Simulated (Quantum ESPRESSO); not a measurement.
This Quantum ESPRESSO 7.5 run on MoP needs a look.

File pw.in:

```
&CONTROL
  calculation = 'scf'
  prefix = 'pwscf'
  outdir = './tmp'
  pseudo_dir = './pseudo'
  tprnfor = .true.
  tstress = .true.
  disk_io = 'low'
/
&SYSTEM
  ibrav = 0
  nat = 2
  ntyp = 2
  ecutwfc = 80
  nbnd = 19
  input_dft = 'XC-000I-000I-000I-000I-497L-498L-vv10'
  occupations = 'smearing'
  smearing = 'gaussian'
  degauss = 0.14699729
  starting_ns_eigenvalue(1,1,1) = 0.349
  starting_ns_eigenvalue(2,1,1) = 0.033
  starting_ns_eigenvalue(3,1,1) = 0.975
  starting_ns_eigenvalue(4,1,1) = 0.378
  starting_ns_eigenvalue(5,1,1) = 0.916
  nosym = .true.
/
&ELECTRONS
  conv_thr = 1d-08
  electron_maxstep = 75
  mixing_beta = 0.3
/
ATOMIC_SPECIES
Mo    95.9500 Mo.upf
P     30.9738 P.upf
CELL_PARAMETERS angstrom
   3.2230000000    0.0000000000    0.0000000000
  -1.6115000000    2.7911998764    0.0000000000
   0.0000000000    0.0000000000    3.1910000000
ATOMIC_POSITIONS crystal
Mo     0.0000000000    0.0000000000    0.0000000000
P      0.3333333333    0.6666666667    0.5000000000
K_POINTS automatic
7 7 6 0 0 0
HUBBARD {ortho-atomic}
U Mo-4d 3.5
```

Potentials or basis: PseudoDojo 0.5 SR PBE standard.

Command:

```console
$ OMP_NUM_THREADS=1 pw.x -in pw.in > pw.out
```

pw.out:

```text
This program is part of the open-source Quantum ESPRESSO suite
     for quantum simulation of materials; please cite
         "P. Giannozzi et al., J. Phys.:Condens. Matter 21 395502 (2009);
         "P. Giannozzi et al., J. Phys.:Condens. Matter 29 465901 (2017);
         "P. Giannozzi et al., J. Chem. Phys. 152 154105 (2020);
     in publications or presentations arising from this work. More details at

     IMPORTANT: XC functional enforced from input :
     Exchange-correlation= XC-000I-000I-000I-000I-497L-498L-VV10
                           (   0   0   0   0  26 497 498)
     Any further DFT definition will be discarded
     Please, verify this is what you really want

     Message from routine setup :
     BEWARE: nonlinear core correction is not consistent with meta-GGA

     G-vector sticks info
     --------------------
     sticks:   dense  smooth     PW     G-vecs:    dense   smooth      PW
     Sum         823     823    253                18737    18737    3283

     Using Slab Decomposition

     bravais-lattice index     =            0
     lattice parameter (alat)  =       6.0906  a.u.
     unit-cell volume          =     193.7201 (a.u.)^3
     number of atoms/cell      =            2
[... 133 lines left out ...]
     eigenvalues:
       0.472  0.485  0.485  0.508  0.508
     eigenvectors (columns):
      -1.000 -0.000  0.000 -0.000 -0.000
      -0.000 -0.777 -0.629  0.000  0.000
      -0.000  0.629 -0.777 -0.000 -0.000
      -0.000  0.000  0.000  0.213  0.977
       0.000 -0.000 -0.000 -0.977  0.213
     occupation matrix ns (before diag.):
       0.472 -0.000 -0.000 -0.000  0.000
      -0.000  0.485  0.000  0.000 -0.000
      -0.000  0.000  0.485 -0.000  0.000
      -0.000  0.000 -0.000  0.508  0.000
       0.000 -0.000  0.000  0.000  0.508

     Number of occupied Hubbard levels =    4.9150

     WARNING!!! Modifying starting ns matrices according to input values

     =================== HUBBARD OCCUPATIONS ===================
     ------------------------ ATOM    1 ------------------------
     Tr[ns(  1)] =   5.30200
     eigenvalues:
       0.033  0.349  0.378  0.916  0.975
     eigenvectors (columns):
       0.000  1.000 -0.000 -0.000  0.000
       0.777  0.000  0.000  0.000 -0.629
      -0.629  0.000 -0.000 -0.000 -0.777
      -0.000  0.000  0.213  0.977  0.000
       0.000 -0.000 -0.977  0.213 -0.000
     occupation matrix ns (before diag.):
       0.349 -0.000 -0.000 -0.000 -0.000
      -0.000  0.406  0.461  0.000 -0.000
      -0.000  0.461  0.602 -0.000  0.000
      -0.000  0.000 -0.000  0.892  0.112
[... 46 lines left out ...]
     total energy              =    -148.78382828 Ry
     estimated scf accuracy    <       0.00032917 Ry

     iteration #  8     ecut=    80.00 Ry     beta= 0.30
     Davidson diagonalization with overlap
```

Task: Diagnose the run.

Result: The run was cut off at its time limit. The input holds a flaw that was put in on purpose: smearing far too wide (smearing = gaussian; width = 2).
